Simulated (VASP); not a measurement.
Write the native input for VASP 6.6.1 that does the following.

```
Task                   : single point
Functional             : PBE
Potentials or basis    : VASP PAW PBE potentials, release 64 (Fe, O)
Cutoff                 : 520 eV
k mesh                 : 8 × 8 × 8
Occupations            : gaussian, width 0.05 eV
Spin                   : no spin polarisation
Hubbard terms          : Fe d U = 5 eV
Further INCAR settings : ALGO = Normal; EDIFF = 1e-07; NBANDS = 14
```

The structure of FeO lies in POSCAR:

```
FeO
1.0
    1.5176821100      0.8762341800      2.5157945800
   -1.5176821100      0.8762341800      2.5157945800
    0.0000000000     -1.7524683500      2.5157945800
Fe O
1 1
Direct
    0.0000000000      0.0000000000      0.0000000000
    0.5000000000      0.5000000000      0.5000000000
```

One way to write it, as run:

INCAR

```
PREC = Accurate ; ENCUT = 520
EDIFF = 1E-7 ; ISMEAR = 0
SIGMA = 0.05 ; LREAL = F
LASPH = T ; NELM = 100
ALGO = Normal ; ISIF = 2
LWAVE = F ; LCHARG = T
LMAXMIX = 4 ; LDAU = T
LDAUTYPE = 2 ; LDAUL = 2 -1
LDAUU = 5 0 ; LDAUJ = 0 0
LDAUPRINT = 1 ; GGA = PE
LELF = T ; LVHAR = T
NBANDS = 14
```

KPOINTS

```
regular mesh
0
Gamma
  8 8 8
```

Potentials or basis: VASP PAW PBE potentials, release 64 (Fe, O).

Command:

```sh
$ cat potpaw_PBE.64/Fe/POTCAR potpaw_PBE.64/O/POTCAR > POTCAR
$ mpirun -np 1 vasp_std > vasp.out
```

Results of the run:

```
Pressure               : -17.0 GPa
Band gap on the k mesh : 2.90 eV, indirect (least direct gap 3.26 eV)
```

Wall time 10 s on 1 thread of AMD EPYC 9R45 96-Core Processor (Zen 5), with other jobs on the host, peak memory 0.12 GiB.
